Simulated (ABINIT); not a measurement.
Set up this calculation in ABINIT 10.8.3 (patched build), as the native input.

```
Task                                            : band structure
Functional                                      : PW91
Potentials or basis                             : JTH PAW PBE v2.0
Cutoff                                          : 544 eV
k mesh                                          : 8 × 8 × 5
Occupations                                     : fermi-dirac, width 0.05 eV
Spin                                            : no spin polarisation
Fine-grid cutoff                                : 1088.46 eV
Exchange and correlation inside the PAW spheres : full angular mesh (pawxcdev 0, this build's default; the released program takes 1)
```

Crystal: ZrS2.

```
CELL_PARAMETERS angstrom
3.69138 0.00000 0.00000
-1.84569 3.19683 0.00000
0.00000 0.00000 6.04108
ATOMIC_POSITIONS crystal
Zr 0.00000 0.00000 0.00000
S 0.33333 0.66667 0.23791
S 0.66667 0.33333 0.76209
```

The cell is a database's computed one.

These files were run (other wordings do the same):

run.abi

```
# Datasets: ground state, then fixed potential
ndtset 2

# Pseudopotentials
pp_dirpath "./"
pseudos "Zr.GGA_PBE-JTH.xml, S.GGA_PBE-JTH.xml"

# Structure
acell 3.6913825498 3.6913825498 6.04107701 Angstrom
rprim
     1.0000000000     0.0000000000     0.0000000000
    -0.5000000000     0.8660254038     0.0000000000
     0.0000000000     0.0000000000     1.0000000000
ntypat 2
znucl 40 16
natom 3
typat 1 2 2
xred
     0.0000000000     0.0000000000     0.0000000000
     0.3333333333     0.6666666667     0.2379099700
     0.6666666667     0.3333333333     0.7620900300

# Plane-wave basis
ecut 20.0
pawecutdg 40.0

# Exchange and correlation
ixc -109134

# Bands and occupations
occopt 3
tsmear 0.05 eV

# SCF cycle
nstep 100

# Output
iomode 3
prtwf 0
prteig 0
prtebands 0
prtden1 1

# Dataset 1
kptopt1 1
ngkpt1 8 8 5
nshiftk1 1
shiftk1 0.0 0.0 0.0
nband1 16
tolvrs1 1.0e-9

# Dataset 2: bands along G-M-K-G-A-L-H-A
iscf2 -2
getden2 1
nband2 22
nbdbuf2 4
tolwfr2 1.0e-11
kptopt2 -7
ndivsm2 5
prteig2 1
prtvol2 -3
kptbounds2
     0.0000000000     0.0000000000     0.0000000000
     0.5000000000     0.0000000000     0.0000000000
     0.3333333333     0.3333333333     0.0000000000
     0.0000000000     0.0000000000     0.0000000000
     0.0000000000     0.0000000000     0.5000000000
     0.5000000000     0.0000000000     0.5000000000
     0.3333333333     0.3333333333     0.5000000000
     0.0000000000     0.0000000000     0.5000000000
```

Potentials or basis: JTH PAW PBE v2.0.

The run is started by

```console
$ abinit run.abi > log 2>&1
```

Results of the run:

```json
{
  "Pressure": "0.2 GPa",
  "Largest force": "0.020 eV/Å",
  "Band gap on the k mesh": "1.05 eV, indirect (least direct gap 1.63 eV)",
  "Band gap along the path": "1.02 eV, indirect (least direct gap 1.63 eV)",
  "Valence electrons inside the program's atomic spheres": "Zr 8.91; S 3.60"
}
```

Caveat: the PAW data sets were made with another functional, which shifts forces and pressure a little; this functional lacks dispersion, which binds the layers, so the pressure and a relaxed spacing across them are unreliable.

Wall time 76 s on 1 thread of Intel(R) Xeon(R) Platinum 8488C (Sapphire Rapids), on a shared host, peak memory 0.15 GiB.
